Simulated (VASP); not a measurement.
# SrCl2 (Fm-3m) in VASP: settings compared, part 3 of 3

VASP 6.6.1. Earlier steps stand in the parts before.

## (5) Relaxation of cell and atoms, PBE+D3(BJ)

This run uses another cell than the first one, of 28.17 Å³/atom, 0.995 times its volume.

Contents of INCAR:

```
SYSTEM = SrCl2
PREC = Accurate
ENCUT = 600
EDIFF = 1E-7
ISMEAR = 0
SIGMA = 0.03
LREAL = .False.
LASPH = .True.
NELM = 80
ALGO = Normal
ISIF = 3
LWAVE = .False.
LCHARG = .False.
GGA = PE
IVDW = 12
IBRION = 2
NSW = 90
EDIFFG = -0.005
```

Contents of KPOINTS:

```
Automatic mesh
0
Gamma
  8 8 8
  0 0 0
```

Contents of POSCAR:

```
SrCl2                                   
1.0
    0.0000000000      3.4829344939      3.4829344939
    3.4829344939      0.0000000000      3.4829344939
    3.4829344939      3.4829344939      0.0000000000
  Sr              Cl            
     1     2
Direct
     0.0000000000000000    1.0000000000000000    1.0000000000000000
     0.2500000000000000    0.2500000000000000    0.2500000000000000
     0.7500000000000000    0.7500000000000000    0.7500000000000000
```

Potentials or basis: VASP PAW PBE potentials, release 64 (Sr_sv, Cl).

The run is started by

```console
cat potpaw_PBE.64/Sr_sv/POTCAR potpaw_PBE.64/Cl/POTCAR > POTCAR
mpirun -np 1 vasp_std > vasp.out
```

OUTCAR:

```text
SYSTEM = SrCl2
   PREC = Accurate
   ENCUT = 600
   EDIFF = 1E-7
   ISMEAR = 0
   LREAL = .False.
   LASPH = .True.
   NELM = 80
   ISIF = 3
   GGA = PE
   IVDW = 12
   IBRION = 2
   NSW = 90
   EDIFFG = -0.005
 IVDW          = 12

 ion  position               nearest neighbor table
   1  0.000  0.000  0.000-   3 3.02   3 3.02   3 3.02   2 3.02   3 3.02   2 3.02   2 3.02   2 3.02

   2  0.250  0.250  0.250-   1 3.02   1 3.02   1 3.02   1 3.02
   3  0.750  0.750  0.750-   1 3.02   1 3.02   1 3.02   1 3.02

  LATTYP: Found a face centered cubic cell.
 ALAT       =     6.9658689878

  Lattice vectors:

 A1 = (   0.0000000000,   3.4829344939,   3.4829344939)
 A2 = (   3.4829344939,   0.0000000000,   3.4829344939)
 A3 = (   3.4829344939,   3.4829344939,   0.0000000000)

Analysis of symmetry for initial positions (statically):
=====================================================================
 Subroutine PRICEL returns:
 Original cell was already a primitive cell.

 Routine SETGRP: Setting up the symmetry group for a
 face centered cubic supercell.

 Subroutine GETGRP returns: Found 48 space group operations
 (whereof 48 operations were pure point group operations)
 out of a pool of 48 trial point group operations.

The static configuration has the point symmetry O_h .

Analysis of symmetry for dynamics (positions and initial velocities):
=====================================================================
 Subroutine PRICEL returns:
 Original cell was already a primitive cell.

 Routine SETGRP: Setting up the symmetry group for a
 face centered cubic supercell.

 Subroutine GETGRP returns: Found 48 space group operations
 (whereof 48 operations were pure point group operations)
 out of a pool of 48 trial point group operations.

The dynamic configuration has the point symmetry O_h .

 Subroutine INISYM returns: Found 48 space group operations
 (whereof 48 operations are pure point group operations),
 and found     1 'primitive' translations

----------------------------------------------------------------------------------------

                                     Primitive cell

  volume of cell :      84.5018

  direct lattice vectors                    reciprocal lattice vectors
     0.000000000  3.482934494  3.482934494    -0.143557107  0.143557107  0.143557107
     3.482934494  0.000000000  3.482934494     0.143557107 -0.143557107  0.143557107
     3.482934494  3.482934494  0.000000000     0.143557107  0.143557107 -0.143557107

  length of vectors
     4.925613198  4.925613198  4.925613198     0.248648203  0.248648203  0.248648203

  position of ions in fractional coordinates (direct lattice)
     0.000000000  0.000000000  0.000000000
     0.250000000  0.250000000  0.250000000
     0.750000000  0.750000000  0.750000000

  ion indices of the primitive-cell ions
   primitive index   ion index
                 1           1
                 2           2
                 3           3

----------------------------------------------------------------------------------------

 KPOINTS: Automatic mesh

Automatic generation of k-mesh.
[... 22 lines left out ...]
            Coordinates               Weight
  0.000000  0.000000  0.000000      1.000000
  0.125000  0.000000  0.000000      8.000000
  0.250000  0.000000  0.000000      8.000000
  0.375000  0.000000  0.000000      8.000000
  0.500000  0.000000  0.000000      4.000000
  0.125000  0.125000  0.000000      6.000000
[... 16 lines left out ...]
  0.500000  0.250000  0.125000     48.000000
 -0.375000  0.250000  0.125000     24.000000
 [... further k-points ...]
   k-points           NKPTS =     29   k-points in BZ     NKDIM =     29   number of bands    NBANDS=     16
   number of dos      NEDOS =    301   number of ions     NIONS =      3
   total plane-waves  NPLWV =  64000
   dimension x,y,z NGX =    40 NGY =   40 NGZ =   40
   dimension x,y,z NGXF=    80 NGYF=   80 NGZF=   80
   ions per type =               1   2
   NGX,Y,Z   is equivalent  to a cutoff of  13.50, 13.50, 13.50 a.u.
   NGXF,Y,Z  is equivalent  to a cutoff of  27.00, 27.00, 27.00 a.u.
 SYSTEM =  SrCl2
   PREC   = accura    normal or accurate (medium, high low for compatibility)
   ISTART =      0    job   : 0-new  1-cont  2-samecut
   ICHARG =      2    charge: 1-file 2-atom 10-const
   ISPIN  =      1    spin polarized calculation?
   LNONCOLLINEAR =      F non collinear calculations
   LSORBIT =      F    spin-orbit coupling
   LASPH  =      T    aspherical Exc in radial PAW
   ENCUT  =  600.0 eV  44.10 Ry    6.64 a.u.   9.84  9.84  9.84*2*pi/ulx,y,z
   NELM   =     80;   NELMIN=  2; NELMDL= -5     # of ELM steps
   EDIFF  = 0.1E-06   stopping-criterion for ELM
   LREAL  =      F    real-space projection
   EDIFFG = -.5E-02   stopping-criterion for IOM
   NSW    =     90    number of steps for IOM
   IBRION =      2    ionic relax: 0-MD 1-quasi-New 2-CG
   NFREE  =      1    steps in history (QN), initial steepest desc. (CG)
   ISIF   =      3    stress and relaxation
   ISYM   =      2    0-nonsym 1-usesym 2-fastsym
   POTIM  = 0.5000    time-step for ionic-motion
   TEBEG  =    0.0;   TEEND  =   0.0 temperature during run
   PSTRESS=    0.0 pullay stress
   NELECT =      24.0000    total number of electrons
   NUPDOWN=      -1.0000    fix difference up-down
   EMIN   =  10.00;   EMAX   =-10.00  energy-range for DOS
   EFERMI =   0.00;   METHOD = LEGACY
   ISMEAR =     0;   SIGMA  =   0.03  broadening in eV -4-tet -1-fermi 0-gaus
   EFERMI_NEDOS =   21; number of points for ismear=-14 and -15
   IALGO  =     38    algorithm
   IMIX   =      4    mixing-type and parameters
     AMIX     =   0.40;   BMIX     =  1.00
     AMIX_MAG =   1.60;   BMIX_MAG =  1.00
  volume/ion in A,a.u.               =      28.17       190.08
  Fermi-wavevector in a.u.,A,eV,Ry     =   1.076110  2.033553 15.755715  1.158012
  Thomas-Fermi vector in A             =   2.211985
   LORBIT       =      0    0 simple, 1 ext, 2 COOP (PROOUT), +10 PAW based schemes
   GGA     = PE    functional components
   LHFCALC =     F    Hartree Fock is set to
   AEXX    =    0.0000 exact exchange contribution
   IVDW    =    12    specifies the selected vdW correction
   LEPSILON=     F    determine dielectric tensor
   LRPA    =     F    only Hartree local field effects (RPA)
 conjugate gradient relaxation of ions
 non-spin polarized calculation
 Gauss-broadening in eV      SIGMA  =   0.03
  energy-cutoff  :      600.00
  volume of cell :       84.50
 maximum number of plane-waves:      2840
   NGX = 19   NGY = 19   NGZ = 19

 number of electron      24.0000003 magnetization

 Free energy of the ion-electron system (eV)
  ---------------------------------------------------
  ext. energy  EPLUGINS =         0.00000000
  ---------------------------------------------------
  free energy    TOTEN  =       -12.77962356 eV

  energy without entropy =      -12.77962356  energy(sigma->0) =      -12.77962356

 E-fermi :   0.4297     XC(G=0):  -8.3029

 val. band max:        0.1831113022   @ k =   0.5000   0.5000   0.0000
 cond. band min:       5.5397497032   @ k =   0.0000   0.0000   0.0000
 fundamental gap:      5.3566384011
 Fermi energy:         0.4296732465

 k-point     1 :       0.0000    0.0000    0.0000
  band No.  band energies     occupation
      1     -32.6884      2.00000
      2     -14.6822      2.00000
      3     -14.6822      2.00000
      4     -14.6822      2.00000
      5     -13.1361      2.00000
      6     -12.2766      2.00000
[... 433 lines left out ...]
      3     -14.7967      2.00000
      4     -14.7039      2.00000
      5     -12.5936      2.00000
      6     -12.4037      2.00000
[... 8 lines left out ...]
     15       7.5833      0.00000
     16       7.9184      0.00000

 [... further k-points ...]

------------------------ aborting loop because EDIFF is reached ----------------------------------------

 Edisp (eV)   -0.66753

 E8    (eV) :    -0.2889

  FORCE on cell =-STRESS in cart. coord.  units (eV):
  Direction    XX          YY          ZZ          XY          YZ          ZX
  --------------------------------------------------------------------------------------
  -------------------------------------------------------------------------------------
  Total      -0.00697    -0.00697    -0.00697     0.00000    -0.00000     0.00000
  in kB      -0.13208    -0.13208    -0.13208     0.00000    -0.00000     0.00000
  external pressure =       -0.13 kB  Pullay stress =        0.00 kB

 VOLUME and BASIS-vectors are now :
 -----------------------------------------------------------------------------
  energy-cutoff  :      600.00
  volume of cell :       84.50
      direct lattice vectors                 reciprocal lattice vectors
     0.000000000  3.482934494  3.482934494    -0.143557107  0.143557107  0.143557107
     3.482934494  0.000000000  3.482934494     0.143557107 -0.143557107  0.143557107
     3.482934494  3.482934494  0.000000000     0.143557107  0.143557107 -0.143557107

 POSITION                                       TOTAL-FORCE (eV/Angst)
 -----------------------------------------------------------------------------------
      0.00000      0.00000      0.00000        -0.000000      0.000000      0.000000
      1.74147      1.74147      1.74147        -0.000000     -0.000000      0.000000
      5.22440      5.22440      5.22440         0.000000      0.000000     -0.000000
 -----------------------------------------------------------------------------------
    total drift:                               -0.000000     -0.000000      0.000000

  FREE ENERGIE OF THE ION-ELECTRON SYSTEM (eV)
  ---------------------------------------------------
  free  energy   TOTEN  =       -13.4471559271 eV

  energy  without entropy=      -13.4471559271  energy(sigma->0) =      -13.44715593

 reached required accuracy - stopping structural energy minimisation
```

OSZICAR:

```text
N       E                     dE             d eps       ncg     rms          rms(c)
DAV:   1     0.165497839242E+03    0.16550E+03   -0.12521E+04   928   0.150E+03
DAV:   2    -0.262259163509E+01   -0.16812E+03   -0.16583E+03  1248   0.261E+02
DAV:   3    -0.126927342081E+02   -0.10070E+02   -0.10060E+02  1288   0.690E+01
DAV:   4    -0.130510594896E+02   -0.35833E+00   -0.35827E+00  1640   0.103E+01
DAV:   5    -0.130543867057E+02   -0.33272E-02   -0.33272E-02  1336   0.842E-01    0.131E+01
DAV:   6    -0.127614454965E+02    0.29294E+00   -0.77474E-01  1232   0.512E+00    0.851E+00
DAV:   7    -0.127723810944E+02   -0.10936E-01   -0.45410E-01  1448   0.430E+00    0.203E+00
DAV:   8    -0.127767386878E+02   -0.43576E-02   -0.63644E-02  1128   0.151E+00    0.328E-01
DAV:   9    -0.127782008411E+02   -0.14622E-02   -0.25005E-03  1376   0.318E-01    0.122E-01
DAV:  10    -0.127795300769E+02   -0.13292E-02   -0.11390E-03  1040   0.229E-01    0.317E-02
DAV:  11    -0.127796110279E+02   -0.80951E-04   -0.10733E-04  1472   0.599E-02    0.382E-02
DAV:  12    -0.127796203444E+02   -0.93165E-05   -0.14506E-05  1104   0.222E-02    0.128E-02
DAV:  13    -0.127796236333E+02   -0.32889E-05   -0.83451E-06  1256   0.163E-02    0.419E-03
DAV:  14    -0.127796235572E+02    0.76132E-07   -0.30647E-07  1136   0.389E-03
   1 F= -.13447156E+02 E0= -.13447156E+02  d E =-.134472E+02
```

It took 42 s on 1 thread of Intel Xeon Platinum 8488C (Sapphire Rapids), shared host; peak memory 0.26 GiB.

Results:

| Item | Value |
| --- | --- |
| Free energy | -13.4472 eV |
| Pressure after relaxing | 0.0 GPa |
| Band gap on the k mesh | 5.36 eV, indirect (least direct gap 5.50 eV) |
| Dispersion energy per atom | -0.223 eV |

Final structure:
```
Sr Cl
1.0
     0.00000    3.48293    3.48293
     3.48293    0.00000    3.48293
     3.48293    3.48293    0.00000
Sr Cl
1 2
Direct
  0.00000 0.00000 0.00000
  0.25000 0.25000 0.25000
  0.75000 0.75000 0.75000
```

Caveat: the relaxation stopped at its first step, so nothing moved. A k mesh can miss the band edges.
